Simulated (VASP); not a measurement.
# SiC (Moissanite 3C) (F-43m) in VASP: a series of runs

Runs on SiC (Moissanite 3C). Level: r2SCAN. Tasks: single point.

Everything below comes from runs of VASP 6.6.1. Logs are shortened: lines on timing, memory, paths and dates and some standing lists are left out, and cuts for length are marked.

### 1 The structure

It takes space group F-43m (No. 216, cubic). The conventional cell has a = 4.358 Å, b = 4.358 Å, c = 4.358 Å, α = 90.00°, β = 90.00°, γ = 90.00°. Around Si (site symmetry -43m) lie 4 C at 1.89 Å. C (site symmetry -43m) is surrounded by 4 Si at 1.89 Å.

### 2 Single point, r2SCAN

Input file INCAR:

```
PREC     = Accurate       # precision mode
ENCUT    = 460            # plane-wave cutoff, eV
EDIFF    = 1E-7           # SCF threshold, eV
ISMEAR   = 0              # smearing method
SIGMA    = 0.1            # smearing width, eV
LREAL    = F              # projectors in reciprocal space
LASPH    = T              # aspherical terms in the spheres
NELM     = 100            # most SCF steps
ALGO     = Normal         # electronic algorithm
ISIF     = 2              # what is computed and relaxed
LWAVE    = F              # write WAVECAR
LCHARG   = F              # write CHGCAR
METAGGA  = R2SCAN         # meta-GGA
LMIXTAU  = T            
ADDGRID  = F
```

Input file KPOINTS:

```
regular mesh
0
Gamma
  6 6 6
```

Input file POSCAR:

```
SiC
1.0
    0.0000000000      2.1790000000      2.1790000000
    2.1790000000      0.0000000000      2.1790000000
    2.1790000000      2.1790000000      0.0000000000
Si C
1 1
Direct
    0.0000000000      0.0000000000      0.0000000000
    0.7500000000      0.7500000000      0.7500000000
```

Potentials or basis: VASP PAW PBE potentials, release 64 (Si, C).

Launch:

```bash
$ cat potpaw_PBE.64/Si/POTCAR potpaw_PBE.64/C/POTCAR > POTCAR
$ mpirun -np 1 vasp_std > vasp.out
```

OUTCAR:

```text
PREC = Accurate
   ENCUT = 460
   EDIFF = 1E-7
   ISMEAR = 0
   LREAL = F
   LASPH = T
   NELM = 100
   ISIF = 2
   METAGGA = R2SCAN

 Found     16 irreducible k-points:

 Following reciprocal coordinates:
            Coordinates               Weight
  0.000000  0.000000  0.000000      1.000000
  0.166667  0.000000  0.000000      8.000000
  0.333333  0.000000  0.000000      8.000000
  0.500000  0.000000  0.000000      4.000000
  0.166667  0.166667  0.000000      6.000000
  0.333333  0.166667  0.000000     24.000000
   k-points           NKPTS =     16   k-points in BZ     NKDIM =     16   number of bands    NBANDS=      8
   number of dos      NEDOS =    301   number of ions     NIONS =      2
   total plane-waves  NPLWV =  13824
   dimension x,y,z NGX =    24 NGY =   24 NGZ =   24
   dimension x,y,z NGXF=    48 NGYF=   48 NGZF=   48
   ions per type =               1   1
   NGX,Y,Z   is equivalent  to a cutoff of  12.95, 12.95, 12.95 a.u.
   NGXF,Y,Z  is equivalent  to a cutoff of  25.90, 25.90, 25.90 a.u.
 SYSTEM =  unknown system
   PREC   = accura    normal or accurate (medium, high low for compatibility)
   ISTART =      0    job   : 0-new  1-cont  2-samecut
   ICHARG =      2    charge: 1-file 2-atom 10-const
   ISPIN  =      1    spin polarized calculation?
   LNONCOLLINEAR =      F non collinear calculations
   LSORBIT =      F    spin-orbit coupling
   LASPH  =      T    aspherical Exc in radial PAW
   ENCUT  =  460.0 eV  33.81 Ry    5.81 a.u.   5.39  5.39  5.39*2*pi/ulx,y,z
   NELM   =    100;   NELMIN=  2; NELMDL= -5     # of ELM steps
   EDIFF  = 0.1E-06   stopping-criterion for ELM
   LREAL  =      F    real-space projection
   EDIFFG = 0.1E-05   stopping-criterion for IOM
   NSW    =      0    number of steps for IOM
   IBRION =     -1    ionic relax: 0-MD 1-quasi-New 2-CG
   NFREE  =      0    steps in history (QN), initial steepest desc. (CG)
   ISIF   =      2    stress and relaxation
   ISYM   =      2    0-nonsym 1-usesym 2-fastsym
   POTIM  = 0.5000    time-step for ionic-motion
   TEBEG  =    0.0;   TEEND  =   0.0 temperature during run
   PSTRESS=    0.0 pullay stress
   NELECT =       8.0000    total number of electrons
   NUPDOWN=      -1.0000    fix difference up-down
   EMIN   =  10.00;   EMAX   =-10.00  energy-range for DOS
   EFERMI =   0.00;   METHOD = LEGACY
   ISMEAR =     0;   SIGMA  =   0.10  broadening in eV -4-tet -1-fermi 0-gaus
   EFERMI_NEDOS =   21; number of points for ismear=-14 and -15
   IALGO  =     38    algorithm
   IMIX   =      4    mixing-type and parameters
     AMIX     =   0.40;   BMIX     =  1.00
     AMIX_MAG =   1.60;   BMIX_MAG =  1.00
  volume/ion in A,a.u.               =      10.35        69.82
  Fermi-wavevector in a.u.,A,eV,Ry     =   1.192626  2.253736 19.352338  1.422357
  Thomas-Fermi vector in A             =   2.328660
   LORBIT       =      0    0 simple, 1 ext, 2 COOP (PROOUT), +10 PAW based schemes
   METAGGA = R2SCAN    functional components
   LHFCALC =     F    Hartree Fock is set to
   AEXX    =    0.0000 exact exchange contribution
   IVDW    =     0    specifies the selected vdW correction
   LEPSILON=     F    determine dielectric tensor
   LRPA    =     F    only Hartree local field effects (RPA)
 non-spin polarized calculation
 Gauss-broadening in eV      SIGMA  =   0.10
  energy-cutoff  :      460.00
  volume of cell :       20.69
 maximum number of plane-waves:       475
 NGX is ok and might be reduce to    24
   NGX = 11   NGY = 11   NGZ = 11

 number of electron       8.0000001 magnetization

 Free energy of the ion-electron system (eV)
  ---------------------------------------------------
  ext. energy  EPLUGINS =         0.00000000
  ---------------------------------------------------
  free energy    TOTEN  =       -19.31967439 eV

  energy without entropy =      -19.31967439  energy(sigma->0) =      -19.31967439

 E-fermi :   8.4981     XC(G=0): -11.9324

 val. band max:        7.9890015809   @ k =   0.0000   0.0000   0.0000
 cond. band min:       9.7086927447   @ k =   0.5000   0.5000   0.0000
 fundamental gap:      1.7196911638
 Fermi energy:         8.4981408766

 k-point     1 :       0.0000    0.0000    0.0000
  band No.  band energies     occupation
      1      -8.1932      2.00000
      2       7.9890      2.00000
      3       7.9890      2.00000
      4       7.9890      2.00000
      5      14.8214      0.00000
      6      15.8326      0.00000
      7      15.8326      0.00000
      8      15.8326      0.00000

 k-point     2 :       0.1667    0.0000    0.0000
  band No.  band energies     occupation
      1      -7.6349      2.00000
      2       5.5190      2.00000
      3       7.6431      2.00000
      4       7.6431      2.00000
      5      14.9042      0.00000
      6      16.3838      0.00000
      7      16.3838      0.00000
      8      17.0517      0.00000

 k-point     3 :       0.3333    0.0000    0.0000
  band No.  band energies     occupation
      1      -6.0647      2.00000
      2       1.5646      2.00000
      3       7.1017      2.00000
      4       7.1017      2.00000
      5      14.2356      0.00000
      6      16.1787      0.00000
      7      16.1787      0.00000
      8      18.7874      0.00000

 k-point     4 :       0.5000    0.0000    0.0000
  band No.  band energies     occupation
      1      -4.5676      2.00000
      2      -0.8330      2.00000
      3       6.8812      2.00000
      4       6.8812      2.00000
      5      13.9773      0.00000
      6      15.7344      0.00000
      7      15.7344      0.00000
      8      18.9414      0.00000

 k-point     5 :       0.1667    0.1667    0.0000
  band No.  band energies     occupation
      1      -7.4482      2.00000
      2       6.1095      2.00000
      3       6.8321      2.00000
      4       6.8321      2.00000
      5      14.0571      0.00000
      6      15.9637      0.00000
      7      17.6854      0.00000
      8      17.6854      0.00000

 k-point     6 :       0.3333    0.1667    0.0000
  band No.  band energies     occupation
      1      -6.2035      2.00000
      2       3.0034      2.00000
      3       6.1209      2.00000
      4       6.1666      2.00000
      5      13.4101      0.00000
      6      16.1969      0.00000
      7      17.6472      0.00000
      8      18.3307      0.00000

 [... further k-points ...]

------------------------ aborting loop because EDIFF is reached ----------------------------------------

  FORCE on cell =-STRESS in cart. coord.  units (eV):
  Direction    XX          YY          ZZ          XY          YZ          ZX
  --------------------------------------------------------------------------------------
  -------------------------------------------------------------------------------------
  Total       -0.0598391     -0.0598391     -0.0598391     -0.0000000      0.0000000      0.0000000
  in kB       -4.6333396     -4.6333396     -4.6333396     -0.0000000      0.0000000      0.0000000
  external PRESSURE =      -4.6333396 kB  Pullay stress =       0.0000000 kB

 VOLUME and BASIS-vectors are now :
 -----------------------------------------------------------------------------
  energy-cutoff  :      460.00
  volume of cell :       20.69
      direct lattice vectors                 reciprocal lattice vectors
     0.000000000  2.179000000  2.179000000    -0.229463056  0.229463056  0.229463056
     2.179000000  0.000000000  2.179000000     0.229463056 -0.229463056  0.229463056
     2.179000000  2.179000000  0.000000000     0.229463056  0.229463056 -0.229463056

 POSITION                                       TOTAL-FORCE (eV/Angst)
 -----------------------------------------------------------------------------------
      0.00000      0.00000      0.00000        -0.000000     -0.000000     -0.000000
      3.26850      3.26850      3.26850         0.000000      0.000000      0.000000
 -----------------------------------------------------------------------------------
    total drift:                                0.000001      0.000001      0.000001

  FREE ENERGIE OF THE ION-ELECTRON SYSTEM (eV)
  ---------------------------------------------------
  free  energy   TOTEN  =       -19.3196743938 eV

  energy  without entropy=      -19.3196743938  energy(sigma->0) =      -19.31967439
```

Wall time 10 s (1 thread of Intel Xeon 6975P-C (Granite Rapids), shared host); peak memory 0.13 GiB.

The run converged, but some of its settings lie outside the range that counts as converged, so its numbers aren't taken as properties of the crystal.

What came out:

```yaml
Free_energy: -19.3197 eV
Pressure: -0.5 GPa
Band_gap_on_the_k_mesh: 1.72 eV, indirect (least direct gap 5.06 eV)
```

Caveat: the cutoff is under 1.25 times the usual one of these potentials, so pressure, stress and relaxed cells hold a basis-set (Pulay) error; the PAW data sets were made with another functional, which shifts forces and pressure a little.

### 3 Single point, r2SCAN

INCAR, as its differences from that of step 2:

```diff
@@ -4,3 +4,3 @@
 ISMEAR   = 0              # smearing method
-SIGMA    = 0.1            # smearing width, eV
+SIGMA    = 0.01           # smearing width, eV
 LREAL    = F              # projectors in reciprocal space
```

KPOINTS is that of step 2.

POSCAR is that of step 2.

Potentials or basis: VASP PAW PBE potentials, release 64 (Si, C).

Launch:

```bash
$ cat potpaw_PBE.64/Si/POTCAR potpaw_PBE.64/C/POTCAR > POTCAR
$ mpirun -np 1 vasp_std > vasp.out
```

OUTCAR:

```text
PREC = Accurate
   ENCUT = 460
   EDIFF = 1E-7
   ISMEAR = 0
   LREAL = F
   LASPH = T
   NELM = 100
   ISIF = 2
   METAGGA = R2SCAN

 Found     16 irreducible k-points:

 Following reciprocal coordinates:
            Coordinates               Weight
  0.000000  0.000000  0.000000      1.000000
  0.166667  0.000000  0.000000      8.000000
  0.333333  0.000000  0.000000      8.000000
  0.500000  0.000000  0.000000      4.000000
[... 142 lines left out ...]

 [... further k-points ...]

------------------------ aborting loop because EDIFF is reached ----------------------------------------

  FORCE on cell =-STRESS in cart. coord.  units (eV):
  Direction    XX          YY          ZZ          XY          YZ          ZX
  --------------------------------------------------------------------------------------
  -------------------------------------------------------------------------------------
  Total       -0.0598391     -0.0598391     -0.0598391      0.0000000     -0.0000000     -0.0000000
  in kB       -4.6333396     -4.6333396     -4.6333396      0.0000000     -0.0000000     -0.0000000
  external PRESSURE =      -4.6333396 kB  Pullay stress =       0.0000000 kB

 VOLUME and BASIS-vectors are now :
 -----------------------------------------------------------------------------
  energy-cutoff  :      460.00
  volume of cell :       20.69
      direct lattice vectors                 reciprocal lattice vectors
     0.000000000  2.179000000  2.179000000    -0.229463056  0.229463056  0.229463056
     2.179000000  0.000000000  2.179000000     0.229463056 -0.229463056  0.229463056
     2.179000000  2.179000000  0.000000000     0.229463056  0.229463056 -0.229463056

 POSITION                                       TOTAL-FORCE (eV/Angst)
 -----------------------------------------------------------------------------------
      0.00000      0.00000      0.00000        -0.000000     -0.000000     -0.000000
      3.26850      3.26850      3.26850         0.000000      0.000000      0.000000
 -----------------------------------------------------------------------------------
    total drift:                                0.000001      0.000001      0.000001

  FREE ENERGIE OF THE ION-ELECTRON SYSTEM (eV)
  ---------------------------------------------------
  free  energy   TOTEN  =       -19.3196743938 eV

  energy  without entropy=      -19.3196743938  energy(sigma->0) =      -19.31967439
```

Run time: 9.6 s. Hardware: 1 thread of Intel Xeon 6975P-C (Granite Rapids), shared host; peak memory 0.13 GiB.

These settings aren't checked as converged: the numbers below hold their error.

What came out:

| Item | Value |
| --- | --- |
| Free energy | -19.3197 eV |
| Pressure | -0.5 GPa |
| Band gap on the k mesh | 1.72 eV, indirect (least direct gap 5.06 eV) |

Caveat: the cutoff is under 1.25 times the usual one of these potentials, so pressure, stress and relaxed cells hold a basis-set (Pulay) error; the PAW data sets were made with another functional, which shifts forces and pressure a little.
